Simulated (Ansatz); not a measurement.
# ZrN (Fm-3m) in Ansatz: further runs

Aim: see how the results for ZrN move with the level of theory and the settings. Levels: PBE, PBE+D3(BJ). Tasks: single point, relaxation of cell and atoms.

Program: Ansatz 0.2.0. These are calculated values, not measurements. Logs are shortened: lines on timing, memory, paths and dates and some standing lists are left out, and cuts for length are marked.

**1. The crystal as given**

The structure is cubic, space group Fm-3m (No. 225). Conventional cell: a = 4.600 Å, b = 4.600 Å, c = 4.600 Å, α = 90.00°, β = 90.00°, γ = 90.00°. Zr (site symmetry m-3m) is surrounded by 6 N at 2.30 Å. Around N (site symmetry m-3m) lie 6 Zr at 2.30 Å.

**2. Single point, PBE**

Input file input.yaml:

```yaml
crystal:
  lattice:
    - [0.0, 2.3, 2.3]
    - [2.3, 0.0, 2.3]
    - [2.3, 2.3, 0.0]
  atoms:
    - { symbol: Zr, position: [0.5, 0.5, 0.5] }
    - { symbol: "N", position: [0.0, 0.0, 0.0] }
hamiltonian:
  xc: pbe
  pseudopotentials: { kind: paw }
kpoints:
  mp_grid: { grid: [10, 10, 10] }
scf:
  occupations: { method: gaussian, width: 0.028 }
output:
  forces: true
  stress: true
  eigenvalues: true
```

Potentials or basis: Ansatz PAW.

Run with:

```console
ansatz run input.yaml --threads 2 --pin off --max-ram 5632MiB --backend cpu --events-out ev --progress --plain --runs-dir out
```

The program printed:

```text
Warning: RAYON_NUM_THREADS=2 ignored (pool sized by the plan → 2); use --threads N
Engine: ansatz 0.2.0, aarch64-unknown-linux-gnu
Pseudopotentials: kind: paw
Pseudopotential: Zr, paw, valence charge 12, recommended cutoff 420 eV (normal), Zr.paw.azcp
Pseudopotential: N, paw, valence charge 5, recommended cutoff 420 eV (normal), N.paw.azcp
Functional definition: PBE
  parameter kappa = 0.804
  parameter beta = 0.06672455060314922
  exchange = pbe_x(kappa = kappa, mu = beta*pi^2/3)
  correlation = pbe_c(beta = beta)
Crystal: 2 atoms, lattice volume = 24.334 Å³
Basis set: ecut = 420 eV, 531 PW (Γ), exchange–correlation on 48×48×48 points (8 copies of the dense FFT grid, shifted against one another)
Bands: 13, of which v1, the nominal top of the filled ones, is band 9 counted from 1 (8 counted from 0)
Symmetry: 48 space group operations
Space group: Fm-3m (ITA 225), of the structure as read, at distance tolerance 2.9e-5 Å
k-points: 47 of 1000
Non-local potential: Zr, projectors of the file, l = 0: 3, l = 1: 2, l = 2: 2, l = 3: 2
Non-local potential: N, projectors of the file, l = 0: 2, l = 1: 2, l = 2: 1
PAW form: soft (Blöchl's): semilocal exchange-correlation on the pseudo side does not see the compensation charge
PAW one-centre angular grid: Zr, 590 points (default); XC on 64 Gauss nodes
PAW one-centre angular grid: N, 110 points (default); XC on 64 Gauss nodes
Initial density: superposition of atomic densities (neutral atoms: chi_scale 0, normalization atom), corrected by the library's trained network
Initial wavefunctions: pseudopotential atomic-orbital guess
Functional: x = pbe(κ = 0.804, μ = 0.2195149727645171), c = pbe(β = 0.06672455060314922)
SCF iter   1: F=—  HF=-4571.306397 eV  |F-HF|=—  |Δ(HF+E_count)|=         —  Δρ=7.73e-4  dr2=7.06e-5  ethr=1.77e-3  ⟨swp⟩=5.3  Hψ=3044  notcnv=0
preconditioner: auto → none  [metal: Δε(μ)=0.014 eV  Ē_g=18.798 eV  σ=0.028 eV  W_gap=0.28  n_scr=8 (ndim 8)  ℏωp=29.2 eV  f_vac=0.000  D(μ)=1.44/eV (n_scr^D=14)  sad-step TF]
SCF iter   2: F=—  HF=-4571.306210 eV  |F-HF|=—  |Δ(HF+E_count)|=   1.87e-4  Δρ=3.59e-4  dr2=1.48e-5  ethr=4.15e-7  ⟨swp⟩=2.1  Hψ=1423  notcnv=0
SCF iter   3: F=—  HF=-4571.306243 eV  |F-HF|=—  |Δ(HF+E_count)|=   3.33e-5  Δρ=1.14e-4  dr2=2.48e-6  ethr=8.70e-8  ⟨swp⟩=2.4  Hψ=806  notcnv=0
SCF iter   4: F=—  HF=-4571.306244 eV  |F-HF|=—  |Δ(HF+E_count)|=   4.30e-7  Δρ=2.94e-5  dr2=1.86e-7  ethr=1.46e-8  ⟨swp⟩=2.2  Hψ=927  notcnv=0
iter 5 did not close the SCF: its close was put off for the readings that it lacked (scf_convergence_deferred on its scf_iter line)
SCF iter   5: F=-4571.306244 eV  HF=-4571.306244 eV  |F-HF|=6.96e-10  |Δ(HF+E_count)|=   4.71e-8  Δρ=4.03e-6  dr2=2.61e-9  ethr=1.09e-9  ⟨swp⟩=2.0  Hψ=994  notcnv=0
SCF iter   6: F=-4571.306244 eV  HF=-4571.306244 eV  |F-HF|=2.16e-10  |Δ(HF+E_count)|=   2.05e-9  Δρ=1.43e-6  dr2=3.35e-10  ethr=1.54e-11  ⟨swp⟩=2.9  Hψ=2045  notcnv=0
SCF 1 converged in 6 iterations: F = -4571.306244 eV  dr2 = 3.35e-10
SCF converged after 6 iterations
Free energy (F): -4571.306244 eV
Harris-Foulkes:  -4571.306244 eV  (|F-HF|=2.16e-10)
Internal energy: -4571.305684 eV  (E = F + TS)
E sigma→0 (E₀):  -4571.305964 eV
Entropy (-TS):   -0.000560 eV (-0.280 meV/atom)
Fermi energy:    17.532135 eV
--- Per-component energies (eV) ---
  E_band       = -29.001991
  E_kinetic    = 466.905389
  E_local      = -628.595313  (includes V_loc(G=0)·N_el)
  E_nonlocal   = 123.165514
  E_hartree    = 189.143096
  E_xc         = -224.089967
  E_vxc        = -270.508367  (∫ρ·V_xc dr)
  E_paw        = -3080.393462  (= ΣΔE_a)
  E_vpaw       = -98.255134  (= ΣTr[D̂ρ^β])
  E_aug_tail   = 0.000114  (compensation charges beyond the density's cutoff)
  E_ewald      = -1417.441055
  E_smearing   = -0.000560  (= −TS)
  E_closure    = 0.000000  (closes the sum)
  Σ components = -4571.306244   (vs F -4571.306244, Δ=0.00e0)
--- Forces (eV/Å), atoms counted from 1 ---
  atom   1  Zr     0.00000000     0.00000000     0.00000000
  atom   2  N     -0.00000000     0.00000000     0.00000000
  max |Σ_I F_I| component: 2.19e-29 eV/Å
--- Stress (GPa, compression-positive) ---
       -0.857303       0.000000      -0.000000
        0.000000      -0.857303      -0.000000
        0.000000      -0.000000      -0.857303
  P = ⅓ Tr σ = -0.8573 GPa (-8.573 kbar)
--- Band table (eV; the first three rows and the last of 47) ---
  k-point 0: bands = ["-32.1035", "-9.7365", "-9.7365", "-9.7365", "1.2510", "14.8431", "14.8431", "14.8431", "17.1070", "17.1070", "17.1070", "19.0649", "19.0649"]
  k-point 1: bands = ["-32.0907", "-9.8553", "-9.7453", "-9.7453", "1.4473", "14.0602", "14.3149", "14.3149", "17.3620", "17.3941", "17.3941", "19.7609", "19.7609"]
  k-point 2: bands = ["-32.0571", "-10.1527", "-9.7682", "-9.7682", "1.9623", "12.6160", "13.3715", "13.3715", "17.8063", "18.0989", "18.0989", "21.2891", "21.2891"]
  k-point 46: bands = ["-31.9239", "-10.4456", "-10.2764", "-10.1362", "2.3116", "12.2782", "12.7593", "12.8328", "17.4911", "19.5179", "21.9759", "21.9820", "23.2563"]
```

Wall time 0.74 s (2 threads of Arm Neoverse V1, shared host); peak memory 0.28 GiB.

What came out:

```yaml
Free_energy: -4571.3062 eV
Pressure: -0.9 GPa
Band_gap_on_the_k_mesh: none (metal or under the smearing width)
```

Levels at points of the mesh, in eV from the Fermi level:
```csv
k point,band 5,band 6,band 7,band 8,band 9,band 10,band 11,band 12,band 13
"(0.00, 0.00, 0.00)",-16.28,-2.69,-2.69,-2.69,-0.43,-0.43,-0.43,1.53,1.53
"(0.00, 0.00, -0.50)",-14.12,-7.65,-5.68,-5.68,2.94,3.01,3.01,4.67,7.57
"(0.00, -0.50, -0.50)",-15.74,-4.61,-3.47,-3.20,-3.20,3.30,4.43,4.43,4.81
```

Caveat: the pressure holds a Pulay correction of +0.4 GPa for the finite cutoff.

**3. Relaxation of cell and atoms, PBE+D3(BJ)**

Edit input.yaml of step 2 so:

```diff
@@ -11,2 +11,3 @@
   pseudopotentials: { kind: paw }
+  dispersion: d3bj
 kpoints:
@@ -14,3 +15,3 @@
 scf:
-  occupations: { method: gaussian, width: 0.028 }
+  occupations: { method: fermi_dirac, width: 0.05 }
 output:
@@ -18,2 +19,9 @@
   stress: true
-  eigenvalues: true
+  write_density: true
+  write_potential: true
+  elf: true
+  volumetric_format: npy
+relax:
+  f_tol: 0.01
+  max_steps: 40
+  cell: { stress_tol: 0.05 }
```

Potentials or basis: Ansatz PAW.

Run with:

```console
ansatz run input.yaml --threads 2 --pin off --max-ram 5632MiB --backend cpu --events-out ev --progress --plain --runs-dir out
```

Wall time 4.7 s (2 threads of Arm Neoverse V1, shared host); peak memory 0.31 GiB.

The run converged. Its results:

- Free energy: -4572.1670 eV
- Relaxed volume: 11.85 Å³/atom
- Relaxed cell: a = 3.224 Å, b = 3.224 Å, c = 3.224 Å, α = 60.00°, β = 60.00°, γ = 60.00°
- Space group after relaxing (to 0.05 Å): Fm-3m (No. 225)
- Energy gained by relaxing: 6.8 meV/atom
- Ionic steps: 7
- Pressure after relaxing: 0.0 GPa
- Band gap on the k mesh: none (metal or under the smearing width)

Step by step:
| step | energy change (eV) | largest force (eV/Å) | volume (Å³) |
| --- | --- | --- | --- |
| 1 | 0.0000 | 0.0000 | 24.33 |
| 2 | -0.0097 | 0.0000 | 23.28 |
| 3 | -0.0149 | 0.0000 | 23.72 |
| 4 | -0.0150 | 0.0000 | 23.70 |
| 5 | -0.0137 | 0.0000 | 23.70 |
| 6 | -0.0137 | 0.0000 | 23.69 |
| 7 | -0.0137 | 0.0000 | 23.69 |

Final structure:
```cif
data_structure
_symmetry_space_group_name_H-M 'P 1'
_symmetry_Int_Tables_number 1
_cell_length_a 3.2238
_cell_length_b 3.2238
_cell_length_c 3.2238
_cell_angle_alpha 60.000
_cell_angle_beta 60.000
_cell_angle_gamma 60.000
_cell_volume 23.69
loop_
_atom_site_label
_atom_site_type_symbol
_atom_site_fract_x
_atom_site_fract_y
_atom_site_fract_z
_atom_site_occupancy
Zr1 Zr 0.50000 0.50000 0.50000 1
N1 N 0.00000 0.00000 0.00000 1
```

Levels at points of the mesh, in eV from the Fermi level:
| k point | band 7 | band 8 | band 9 | band 10 | band 11 | band 12 |
| --- | --- | --- | --- | --- | --- | --- |
| (0.00, 0.00, 0.00) | -2.73 | -2.73 | -0.44 | -0.44 | -0.44 | 1.59 |
| (0.00, 0.00, -0.50) | -5.82 | -5.82 | 3.05 | 3.13 | 3.13 | 4.80 |
| (0.00, -0.50, -0.50) | -3.58 | -3.22 | -3.22 | 3.42 | 4.61 | 4.61 |

Caveat: the plane-wave basis is chosen anew once the cell has moved, so the energies of steps on either side of that aren't comparable; the pressure holds a Pulay correction of +0.4 GPa for the finite cutoff; pairwise dispersion overbinds metals, which lowers pressure and volume.
